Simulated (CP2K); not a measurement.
Crystal: Ca.

```
Ca
1.0
     3.95160    0.00000    0.00000
     1.97580    3.42218    0.00000
     1.97580    1.14073    3.22646
Ca
1
Direct
  0.00000 0.00000 0.00000
```

Base run:

* Program: CP2K 2026.2
* Functional: PBEsol
* Potentials or basis: POTENTIAL_UZH Ca GTH-PBE-q10; TZVP-MOLOPT-PBE-GTH basis
* Density cutoff: 6123 eV
* k mesh: 8 × 8 × 8
* Occupations: gaussian, width 0.1 eV
* Spin: no spin polarisation

Its results: band gap on the k mesh none (metal or under the smearing width); pressure -1.0 GPa.

**Question.** The run is repeated on the same cell with these changes: functional from PBEsol to RPBE. What comes out?

**Answer.** Band gap on the k mesh none (metal or under the smearing width); pressure 0.3 GPa.

RPBE binds less tightly than PBEsol, so the same cell stands under more pressure.

Caveats: the potentials were made for another functional, which shifts forces and pressure; the basis of atomic orbitals isn't converged, which shifts pressures, moduli and gaps.
